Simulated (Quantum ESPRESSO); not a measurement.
**SrCl2 in Quantum ESPRESSO: the effect of functional**

The system is SrCl2.

```
Sr Cl
1.0
     0.00000    3.48835    3.48835
     3.48835    0.00000    3.48835
     3.48835    3.48835    0.00000
Sr Cl
1 2
Direct
  0.00000 0.00000 0.00000
  0.75000 0.75000 0.75000
  0.25000 0.25000 0.25000
```

Alike in all runs:

```yaml
Program: Quantum ESPRESSO 7.5
Task: dielectric tensor
Cutoff: 925 eV
Density_cutoff: 3701 eV
k_mesh: 4 × 4 × 4, shifted
Occupations: fermi-dirac, width 0.05 eV
Spin: no spin polarisation
```

```tsv
functional	potentials or basis	pressure (GPa)	dielectric constant (mean)
LDA	PseudoDojo 0.4.1 SR LDA standard	-2.9	3.01
PBE	PseudoDojo 0.4.1 SR PBE standard	?	?
PBEsol	PseudoDojo 0.4.1 SR PBEsol standard	-1.1	2.97
WC	PseudoDojo 0.4.1 SR PBE standard	-1.0	2.97
BLYP	PseudoDojo 0.4.1 SR PBE standard	2.8	2.90
AM05	PseudoDojo 0.4.1 SR PBE standard	-0.1	2.94
```

**Question.** What does the run with functional PBE give?

**Answer.** Pressure 1.0 GPa; dielectric constant 2.92 mean.

Caveats: the potentials were made for another functional, which shifts forces and pressure (some runs).
